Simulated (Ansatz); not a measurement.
# The perfect (9,0) SiC nanotube

Aim: is the (9,0) SiC nanotube a metal or a semiconductor?

Calculated with Ansatz 0.2.0; DFT PBE, plane waves, PAW; relaxation of a wire's period, in the first sound run; inputs show where later runs differ.

This is a report of a sequence of runs, with most program output left out.

### 1. The starting structure

The cell holds 36 atoms: 18 Si and 18 C. Its edges and angles: a = 15.682 Å, b = 15.547 Å, c = 5.370 Å, α = 90.0°, β = 90.0°, γ = 90.0°. Vacuum lies along a and b. The structure's axis is c.

### 2. The relaxed wire

Band widths follow the bond lengths, so the wire is relaxed first. The atoms and the third cell vector are free; the box across stays fixed as vacuum. A Fermi-Dirac smearing is set since the result may be a metal. The pressure printed is a third of the stress's trace over the whole box, vacuum included; only the stress along the axis is relaxed.

Contents of input.yaml:

```yaml
crystal:
  lattice:
    - [15.682, 0.0, 0.0]
    - [0.0, 15.547, 0.0]
    - [0.0, 0.0, 5.37]
  atoms:
    - { symbol: Si, position: [0.783185085, 0.499999111, 0.0] }
    - { symbol: C, position: [0.233887407, 0.597696146, 0.333333333] }
    - { symbol: C, position: [0.233887407, 0.402302076, 0.333333333] }
    - { symbol: C, position: [0.358403082, 0.747376689, 0.333333333] }
    - { symbol: C, position: [0.358403082, 0.252621533, 0.333333333] }
    - { symbol: C, position: [0.549172163, 0.781306513, 0.333333333] }
    - { symbol: C, position: [0.549172163, 0.218691709, 0.333333333] }
    - { symbol: C, position: [0.716931678, 0.683609478, 0.333333333] }
[... 24 atom lines left out ...]
    - { symbol: Si, position: [0.549172163, 0.781306513, 0.0] }
    - { symbol: Si, position: [0.549172163, 0.218691709, 0.0] }
    - { symbol: Si, position: [0.716931678, 0.683609478, 0.0] }
    - { symbol: Si, position: [0.716931678, 0.316388744, 0.0] }
kpoints:
  mp_grid: { grid: [1, 1, 15] }
scf:
  occupations: { method: fermi_dirac, width: 0.05 }
hamiltonian:
  xc: pbe
relax:
  cell: { fix: [a, b, alpha, beta, gamma] }
  max_steps: 45
  f_tol: 0.03
```

Launch:

```console
$ ansatz run input.yaml --threads 4 --pin off --max-ram 16384MiB --backend cpu --events-out ev --progress --plain --runs-dir out
```

Wall time 2.5 min (4 threads of Arm Neoverse V1, shared host); peak memory 3 GiB.

The steps of the relaxation:

```csv
step,energy less that of the first step (eV),largest force component (eV/Å),pressure (GPa),volume (Å³)
1,0.0000,0.5755,0.44,1309.25
2,-0.4503,0.0877,-0.05,1306.14
3,-0.4645,0.0179,0.00,1304.14
4*,-0.4621,0.0179,0.00,1304.14
```

Relaxation steps marked * repeat the geometry before them on a plane-wave basis chosen anew for their cell, so energy and pressure can jump there.

The run keeps the 4 symmetry operations that it works with, so distortions that break them were not tested.

```csv
cell as run,before,after,change
c (Å),5.370,5.349,-0.4 %
```

The atoms that moved most (Å, along periodic axes as changes of fractional coordinates times the final cell, across vacuum about the mean position):

```csv
atom,dx,dy,dz,length
C10,0.077,0.000,0.001,0.077
C20,-0.077,0.000,0.001,0.077
C3,-0.072,-0.026,0.001,0.076
C2,-0.072,0.026,0.001,0.076
C28,0.072,-0.026,0.001,0.076
C27,0.072,0.026,0.001,0.076
C9,0.058,-0.049,0.001,0.076
C8,0.058,0.049,0.001,0.076
```

Final coordinates:

```cif
data_structure
_symmetry_space_group_name_H-M 'P 1'
_symmetry_Int_Tables_number 1
_cell_length_a 15.6820
_cell_length_b 15.5470
_cell_length_c 5.3491
_cell_angle_alpha 90.000
_cell_angle_beta 90.000
_cell_angle_gamma 90.000
_cell_volume 1304.14
loop_
_atom_site_label
_atom_site_type_symbol
_atom_site_fract_x
_atom_site_fract_y
_atom_site_fract_z
_atom_site_occupancy
Si1 Si 0.78218 0.50000 0.99975 1
C2 C 0.22931 0.59937 0.33358 1
C3 C 0.22931 0.40063 0.33358 1
C4 C 0.35598 0.75159 0.33358 1
C5 C 0.35598 0.24841 0.33358 1
C6 C 0.55002 0.78609 0.33358 1
C7 C 0.55002 0.21391 0.33358 1
C8 C 0.72065 0.68674 0.33358 1
C9 C 0.72065 0.31326 0.33358 1
C10 C 0.78808 0.50000 0.33358 1
Si11 Si 0.21782 0.50000 0.49975 1
Si12 Si 0.28386 0.68292 0.49975 1
Si13 Si 0.28386 0.31708 0.49975 1
Si14 Si 0.45101 0.78024 0.49975 1
Si15 Si 0.45101 0.21976 0.49975 1
Si16 Si 0.64107 0.74644 0.49975 1
Si17 Si 0.64107 0.25356 0.49975 1
Si18 Si 0.76515 0.59733 0.49976 1
Si19 Si 0.76515 0.40267 0.49976 1
C20 C 0.21192 0.50000 0.83358 1
C21 C 0.27935 0.68674 0.83358 1
C22 C 0.27935 0.31326 0.83358 1
C23 C 0.44998 0.78609 0.83358 1
C24 C 0.44998 0.21391 0.83358 1
C25 C 0.64402 0.75159 0.83358 1
C26 C 0.64402 0.24841 0.83358 1
C27 C 0.77069 0.59937 0.83358 1
C28 C 0.77069 0.40063 0.83358 1
Si29 Si 0.23485 0.59733 0.99976 1
Si30 Si 0.23485 0.40267 0.99976 1
Si31 Si 0.35893 0.74644 0.99975 1
Si32 Si 0.35893 0.25356 0.99975 1
Si33 Si 0.54899 0.78024 0.99975 1
Si34 Si 0.54899 0.21976 0.99975 1
Si35 Si 0.71614 0.68292 0.99975 1
Si36 Si 0.71614 0.31708 0.99975 1
```

This step gave:

```
cell length along the wire : 5.349 Å
```

The cell's length comes to 5.349 Å with spin left out.

### 3. The wire at its relaxed period

This step: DFT PBE, plane waves, PAW; bands of a perfect wire (Ansatz 0.2.0).

At the relaxed period the bands are computed along the axis; those that cross an energy going forward count the channels that a perfect wire would open there.

Contents of input.yaml:

```yaml
crystal:
  lattice:
    - [15.682, 0.0, 0.0]
    - [0.0, 15.547, 0.0]
    - [0.0, 0.0, 5.3490551606]
  atoms:
    - { symbol: Si, position: [0.782180524, 0.5, 0.999752742] }
    - { symbol: C, position: [0.229305866, 0.599369683, 0.333581742] }
    - { symbol: C, position: [0.229305866, 0.400630317, 0.333581742] }
    - { symbol: C, position: [0.355984608, 0.751586558, 0.333579851] }
    - { symbol: C, position: [0.355984608, 0.248413442, 0.333579851] }
    - { symbol: C, position: [0.550015587, 0.786094332, 0.333577415] }
    - { symbol: C, position: [0.550015587, 0.213905668, 0.333577415] }
    - { symbol: C, position: [0.72064852, 0.686735722, 0.333579804] }
[... 24 atom lines left out ...]
    - { symbol: Si, position: [0.548992134, 0.780237798, 0.9997546] }
    - { symbol: Si, position: [0.548992134, 0.219762202, 0.9997546] }
    - { symbol: Si, position: [0.716142656, 0.682919329, 0.999751059] }
    - { symbol: Si, position: [0.716142656, 0.317080671, 0.999751059] }
kpoints:
  mp_grid: { grid: [1, 1, 15] }
  band_path: { path: ["Γ", Z], npoints: 90 }
scf:
  occupations: { method: fermi_dirac, width: 0.05 }
hamiltonian:
  xc: pbe
output:
  dos: { e_range: [-5, 4] }
  write_potential: true
  write_density: true
  volumetric_format: npy
```

Wall time 7.9 min (4 threads); peak memory 7.6 GiB; 31 min of CPU time.

This step gave:

```yaml
band_gap: 1.531 eV
```

The electronic bands at the labelled points (eV, zero at the Fermi level; v1 is the highest filled band, c1 the lowest empty one):

```csv
point,v4,v3,v2,v1,c1,c2,c3,c4
Γ,-1.12,-1.12,-0.79,-0.79,0.74,1.12,1.13,1.63
halfway,-1.31,-1.31,-1.20,-1.19,1.52,1.98,1.99,2.07
Z,-1.50,-1.50,-1.49,-1.49,2.07,2.07,2.09,2.09
```

The gap is 1.53 eV, with spin left out.

The path shows a direct gap of 1.53 eV (valence top at Γ, conduction bottom at Γ).

### 4. At a strained period, period over the relaxed period 0.96, k-mesh 1×1×12

This step: DFT PBE, plane waves, PAW; relaxation at a fixed period (Ansatz 0.2.0).

The period is set to 0.96 times the relaxed one and the atoms relax within it: strain changes bond lengths and angles, which shifts the bands against each other. Against the first PBE run of this kind, the mesh along the wire has 12 points against 15.

The cell differs from the one that the last finished run ended in (c 5.349 → 5.135 Å).

Edit input.yaml of step 3 so:

```diff
@@ -4,3 +4,3 @@
     - [0.0, 15.547, 0.0]
-    - [0.0, 0.0, 5.3490551606]
+    - [0.0, 0.0, 5.1350929542]
   atoms:
@@ -43,3 +43,3 @@
 kpoints:
-  mp_grid: { grid: [1, 1, 15] }
+  mp_grid: { grid: [1, 1, 12] }
   band_path: { path: ["Γ", Z], npoints: 90 }
@@ -49,6 +49,6 @@
   xc: pbe
+relax:
+  max_steps: 40
+  f_tol: 0.02
 output:
-  dos: { e_range: [-5, 4] }
-  write_potential: true
-  write_density: true
-  volumetric_format: npy
+  stress: true
```

Run time: 8.7 min. Hardware: 4 threads; peak memory 7.4 GiB.

Step by step:

```csv
step,energy less that of the first step (eV),largest force component (eV/Å)
1,0.0000,0.9542
2,-0.2861,0.5779
3,-0.4048,0.1579
4,-0.4140,0.0286
5,-0.4150,0.0011
```

Forces are held to the 4 operations that the run works with; a distortion that breaks them can't arise in this run.

The atoms that moved most (Å):

```csv
atom,dx,dy,dz,length
C10,0.079,0.000,0.017,0.081
C20,-0.079,0.000,0.017,0.081
C27,0.073,0.025,0.017,0.079
C28,0.073,-0.025,0.017,0.079
C2,-0.073,0.025,0.017,0.079
C3,-0.073,-0.025,0.017,0.079
C22,-0.058,-0.045,0.017,0.075
C21,-0.058,0.045,0.017,0.075
```

The relaxed structure:

```xyz
36
Lattice="15.6820 0.0000 0.0000 0.0000 15.5470 0.0000 0.0000 0.0000 5.1351" Properties=species:S:1:pos:R:3
Si   12.3281    7.7735    5.1165
C     3.5231    9.3431    1.7303
C     3.5231    6.2039    1.7303
C     5.5459   11.7438    1.7303
C     5.5459    3.8032    1.7303
C     8.6378   12.2872    1.7303
C     8.6378    3.2598    1.7303
C    11.3589   10.7216    1.7303
C    11.3589    4.8254    1.7303
C    12.4374    7.7735    1.7303
Si    3.3539    7.7735    2.5489
Si    4.4060   10.6517    2.5489
Si    4.4060    4.8953    2.5489
Si    7.0629   12.1807    2.5489
Si    7.0629    3.3663    2.5489
Si   10.0821   11.6499    2.5489
Si   10.0821    3.8971    2.5489
Si   12.0566    9.3056    2.5489
Si   12.0566    6.2414    2.5489
C     3.2446    7.7735    4.2979
C     4.3231   10.7216    4.2979
C     4.3231    4.8254    4.2979
C     7.0442   12.2872    4.2979
C     7.0442    3.2598    4.2979
C    10.1361   11.7438    4.2979
C    10.1361    3.8032    4.2979
C    12.1589    9.3431    4.2979
C    12.1589    6.2039    4.2979
Si    3.6254    9.3056    5.1165
Si    3.6254    6.2414    5.1165
Si    5.5999   11.6499    5.1165
Si    5.5999    3.8971    5.1165
Si    8.6191   12.1807    5.1165
Si    8.6191    3.3663    5.1165
Si   11.2760   10.6517    5.1164
Si   11.2760    4.8953    5.1164
```

This step gave:

* band gap: 1.606 eV

The electronic bands at the labelled points (eV, zero at the Fermi level; v1 is the highest filled band, c1 the lowest empty one):

```csv
point,v4,v3,v2,v1,c1,c2,c3,c4
Γ,-1.06,-1.05,-0.83,-0.82,0.78,1.22,1.23,1.79
halfway,-1.35,-1.35,-1.32,-1.32,1.42,1.96,1.97,2.09
Z,-1.62,-1.62,-1.61,-1.61,2.05,2.05,2.07,2.07
```

The gap is 1.61 eV, against 1.53 eV under PBE at the relaxed period.

### 5. Strain along the wire, period over the relaxed period 0.98, k-mesh 1×1×12

The period is set to 0.98 times the relaxed one and the atoms relax within it: strain changes bond lengths and angles, which shifts the bands against each other. Against the first PBE run of this kind, the mesh along the wire has 12 points against 15.

The cell differs from the one that the last finished run ended in (c 5.135 → 5.242 Å).

Edit input.yaml of step 4 so:

```diff
@@ -4,3 +4,3 @@
     - [0.0, 15.547, 0.0]
-    - [0.0, 0.0, 5.1350929542]
+    - [0.0, 0.0, 5.2420740574]
   atoms:
```

The job ended after 8.4 min (4 threads; peak memory 7.6 GiB).

Step by step:

```csv
step,energy less that of the first step (eV),largest force component (eV/Å)
1,0.0000,0.3928
2,-0.0606,0.2385
3,-0.0845,0.0100
4,-0.0845,0.0100
```

The run keeps the 4 symmetry operations that it works with, so distortions that break them were not tested.

The atoms that moved most (Å):

```csv
atom,dx,dy,dz,length
C10,0.035,0.000,0.008,0.036
C20,-0.035,0.000,0.008,0.036
C27,0.033,0.012,0.008,0.036
C28,0.033,-0.012,0.008,0.036
C2,-0.033,0.012,0.008,0.036
C3,-0.033,-0.012,0.008,0.036
C22,-0.027,-0.022,0.008,0.035
C21,-0.027,0.022,0.008,0.035
```

Final coordinates:

```xyz
36
Lattice="15.6820 0.0000 0.0000 0.0000 15.5470 0.0000 0.0000 0.0000 5.2421" Properties=species:S:1:pos:R:3
Si   12.2940    7.7735    5.2329
C     3.5630    9.3302    1.7565
C     3.5630    6.2168    1.7565
C     5.5653   11.7142    1.7565
C     5.5653    3.8328    1.7565
C     8.6313   12.2546    1.7565
C     8.6313    3.2924    1.7565
C    11.3278   10.6986    1.7565
C    11.3278    4.8484    1.7565
C    12.3940    7.7735    1.7565
Si    3.3880    7.7735    2.6119
Si    4.4305   10.6344    2.6119
Si    4.4305    4.9126    2.6119
Si    7.0680   12.1563    2.6119
Si    7.0680    3.3907    2.6119
Si   10.0668   11.6278    2.6119
Si   10.0668    3.9192    2.6119
Si   12.0252    9.2959    2.6119
Si   12.0252    6.2511    2.6119
C     3.2880    7.7735    4.3775
C     4.3542   10.6986    4.3775
C     4.3542    4.8484    4.3775
C     7.0507   12.2546    4.3775
C     7.0507    3.2924    4.3775
C    10.1167   11.7142    4.3775
C    10.1167    3.8328    4.3775
C    12.1190    9.3302    4.3775
C    12.1190    6.2168    4.3775
Si    3.6568    9.2959    5.2330
Si    3.6568    6.2511    5.2330
Si    5.6152   11.6278    5.2330
Si    5.6152    3.9192    5.2330
Si    8.6140   12.1563    5.2330
Si    8.6140    3.3907    5.2330
Si   11.2515   10.6344    5.2329
Si   11.2515    4.9126    5.2329
```

The electronic bands at the labelled points (eV, zero at the Fermi level; v1 is the highest filled band, c1 the lowest empty one):

```csv
point,v4,v3,v2,v1,c1,c2,c3,c4
Γ,-1.10,-1.09,-0.82,-0.81,0.77,1.17,1.18,1.70
halfway,-1.34,-1.34,-1.27,-1.26,1.48,1.98,1.99,2.08
Z,-1.57,-1.57,-1.56,-1.56,2.06,2.06,2.09,2.09
```

The gap is 1.58 eV, against 1.53 eV under PBE at the relaxed period.

### 6. Strain along the wire, period over the relaxed period 1.02, k-mesh 1×1×11

The period is set to 1.02 times the relaxed one and the atoms relax within it: strain changes bond lengths and angles, which shifts the bands against each other. Against the first PBE run of this kind, the mesh along the wire has 11 points against 15.

The cell differs from the one that the last finished run ended in (c 5.242 → 5.456 Å).

Edit input.yaml of step 5 so:

```diff
@@ -4,3 +4,3 @@
     - [0.0, 15.547, 0.0]
-    - [0.0, 0.0, 5.2420740574]
+    - [0.0, 0.0, 5.4560362638]
   atoms:
@@ -43,3 +43,3 @@
 kpoints:
-  mp_grid: { grid: [1, 1, 12] }
+  mp_grid: { grid: [1, 1, 11] }
   band_path: { path: ["Γ", Z], npoints: 90 }
```

The job ended after 8.6 min (4 threads; peak memory 7.9 GiB; 34 min of CPU time).

Relaxation path:

```csv
step,energy less that of the first step (eV),largest force component (eV/Å)
1,0.0000,0.2997
2,-0.0467,0.1806
3,-0.0613,0.0059
4,-0.0613,0.0059
```

The run keeps the 4 symmetry operations that it works with, so distortions that break them were not tested.

The atoms that moved most (Å):

```csv
atom,dx,dy,dz,length
C6,-0.005,-0.030,-0.007,0.032
C7,-0.005,0.030,-0.007,0.032
C23,0.005,-0.030,-0.007,0.032
C24,0.005,0.030,-0.007,0.032
C4,0.015,-0.026,-0.007,0.031
C25,-0.015,-0.026,-0.007,0.031
C5,0.015,0.026,-0.007,0.031
C26,-0.015,0.026,-0.007,0.031
```

Final coordinates:

```xyz
36
Lattice="15.6820 0.0000 0.0000 0.0000 15.5470 0.0000 0.0000 0.0000 5.4560" Properties=species:S:1:pos:R:3
Si   12.2436    7.7735    5.4622
C     3.6235    9.3082    1.8126
C     3.6235    6.2388    1.8126
C     5.5974   11.6585    1.8126
C     5.5974    3.8885    1.8126
C     8.6201   12.1910    1.8126
C     8.6201    3.3560    1.8126
C    11.2787   10.6573    1.8126
C    11.2787    4.8897    1.8126
C    12.3294    7.7735    1.8126
Si    3.4384    7.7735    2.7342
Si    4.4682   10.6028    2.7341
Si    4.4682    4.9442    2.7341
Si    7.0767   12.1069    2.7341
Si    7.0767    3.4401    2.7341
Si   10.0422   11.5850    2.7341
Si   10.0422    3.9620    2.7341
Si   11.9782    9.2789    2.7342
Si   11.9782    6.2681    2.7342
C     3.3526    7.7735    4.5406
C     4.4033   10.6573    4.5406
C     4.4033    4.8897    4.5406
C     7.0619   12.1910    4.5406
C     7.0619    3.3560    4.5406
C    10.0846   11.6585    4.5406
C    10.0846    3.8885    4.5406
C    12.0585    9.3082    4.5406
C    12.0585    6.2388    4.5406
Si    3.7038    9.2789    5.4622
Si    3.7038    6.2681    5.4622
Si    5.6398   11.5850    5.4621
Si    5.6398    3.9620    5.4621
Si    8.6053   12.1069    5.4622
Si    8.6053    3.4401    5.4622
Si   11.2138   10.6028    5.4621
Si   11.2138    4.9442    5.4621
```

Electronic bands along the path, in eV, zero at the Fermi level; v1 is the highest filled band, c1 the lowest empty one:

```csv
point,v4,v3,v2,v1,c1,c2,c3,c4
Γ,-1.03,-1.03,-0.76,-0.75,0.71,1.07,1.07,1.57
halfway,-1.27,-1.27,-1.12,-1.11,1.53,1.96,1.96,2.07
Z,-1.42,-1.42,-1.42,-1.42,2.07,2.07,2.09,2.09
```

The gap is 1.46 eV, against 1.53 eV under PBE at the relaxed period.

### 7. At a strained period, period over the relaxed period 1.04, k-mesh 1×1×11

The period is set to 1.04 times the relaxed one and the atoms relax within it: strain changes bond lengths and angles, which shifts the bands against each other. Against the first PBE run of this kind, the mesh along the wire has 11 points against 15.

The cell differs from the one that the last finished run ended in (c 5.456 → 5.563 Å).

Edit input.yaml of step 6 so:

```diff
@@ -4,3 +4,3 @@
     - [0.0, 15.547, 0.0]
-    - [0.0, 0.0, 5.4560362638]
+    - [0.0, 0.0, 5.563017367]
   atoms:
```

Wall time 8.6 min (4 threads); peak memory 8 GiB.

The steps of the relaxation:

```csv
step,energy less that of the first step (eV),largest force component (eV/Å)
1,0.0000,0.4725
2,-0.1520,0.2815
3,-0.1912,0.0190
4,-0.1912,0.0190
```

The run keeps the 4 symmetry operations that it works with, so distortions that break them were not tested.

The atoms that moved most (Å):

```csv
atom,dx,dy,dz,length
C24,0.010,0.057,-0.013,0.060
C7,-0.010,0.057,-0.013,0.060
C23,0.010,-0.057,-0.013,0.060
C6,-0.010,-0.057,-0.013,0.060
C5,0.029,0.050,-0.013,0.059
C4,0.029,-0.050,-0.013,0.059
C26,-0.029,0.050,-0.013,0.059
C25,-0.029,-0.050,-0.013,0.059
```

Final coordinates:

```xyz
36
Lattice="15.6820 0.0000 0.0000 0.0000 15.5470 0.0000 0.0000 0.0000 5.5630" Properties=species:S:1:pos:R:3
Si   12.2221    7.7735    5.5746
C     3.6498    9.2987    1.8428
C     3.6498    6.2483    1.8428
C     5.6113   11.6348    1.8428
C     5.6113    3.9122    1.8428
C     8.6153   12.1642    1.8428
C     8.6153    3.3828    1.8428
C    11.2573   10.6397    1.8428
C    11.2573    4.9073    1.8428
C    12.3013    7.7735    1.8428
Si    3.4599    7.7735    2.7931
Si    4.4847   10.5892    2.7930
Si    4.4847    4.9578    2.7930
Si    7.0804   12.0864    2.7931
Si    7.0804    3.4606    2.7931
Si   10.0315   11.5668    2.7930
Si   10.0315    3.9802    2.7930
Si   11.9580    9.2717    2.7931
Si   11.9580    6.2753    2.7931
C     3.3807    7.7735    4.6243
C     4.4247   10.6397    4.6243
C     4.4247    4.9073    4.6243
C     7.0667   12.1642    4.6243
C     7.0667    3.3828    4.6243
C    10.0707   11.6348    4.6243
C    10.0707    3.9122    4.6243
C    12.0322    9.2987    4.6243
C    12.0322    6.2483    4.6243
Si    3.7240    9.2717    5.5746
Si    3.7240    6.2753    5.5746
Si    5.6505   11.5668    5.5746
Si    5.6505    3.9802    5.5746
Si    8.6016   12.0864    5.5746
Si    8.6016    3.4606    5.5746
Si   11.1973   10.5892    5.5745
Si   11.1973    4.9578    5.5745
```

The gap is 1.40 eV, against 1.53 eV under PBE at the relaxed period.

### 8. Strain along the wire, period over the relaxed period 1.06, k-mesh 1×1×11

The period is set to 1.06 times the relaxed one and the atoms relax within it: strain changes bond lengths and angles, which shifts the bands against each other. Against the first PBE run of this kind, the mesh along the wire has 11 points against 15.

The cell differs from the one that the last finished run ended in (c 5.563 → 5.670 Å).

Edit input.yaml of step 7 so:

```diff
@@ -4,3 +4,3 @@
     - [0.0, 15.547, 0.0]
-    - [0.0, 0.0, 5.563017367]
+    - [0.0, 0.0, 5.6699984702]
   atoms:
```

Wall time 8.7 min (4 threads); peak memory 8.2 GiB.

The gap is 1.33 eV, against 1.53 eV under PBE at the relaxed period.

### 9. The series together

Times are for 4 threads of Arm Neoverse V1, shared host. The runs compared:

```csv
no.,period over the relaxed period,k-mesh,free energy less the lowest (eV),pressure (GPa),band gap (eV),time,memory (GiB)
1,0.96,1×1×12,0.8767,2.390,1.606,8.7 min,7.4
2,0.98,1×1×12,7.36e-4,1.182,1.579,8.4 min,7.6
3,1.02,1×1×11,0,-1.169,1.464,8.6 min,7.9
4,1.04,1×1×11,0.8430,-2.251,1.396,8.6 min,8.0
5,1.06,1×1×11,2.211,-3.319,1.325,8.7 min,8.2
```

### 10. Outcome

```yaml
cell_length_pbe: 5.349 Å
gap_pbe: 1.53 eV
gap_period_scaled_by_0p96: 1.61 eV
gap_period_scaled_by_0p98: 1.58 eV
gap_period_scaled_by_1p02: 1.46 eV
gap_period_scaled_by_1p04: 1.40 eV
gap_period_scaled_by_1p06: 1.33 eV
```

Under PBE the cell's length is 5.35 Å, and a gap of 1.53 eV makes it a semiconductor. Strain matters: under PBE the gap goes from 1.53 eV to 1.61 eV at 0.96 times the period, 1.58 eV at 0.98 times the period, 1.46 eV at 1.02 times the period, 1.40 eV at 1.04 times the period and 1.33 eV at 1.06 times the period.

[Logs are printed without paths, hosts, clocks, repeated set-up lines and the standing remarks that a program may print on its own settings, such as how far it seeks lower states.]

[Hosts, paths, dates, database ids (printed as entryN), source tags and the programs' standing remarks are cut or masked in the printed files.]
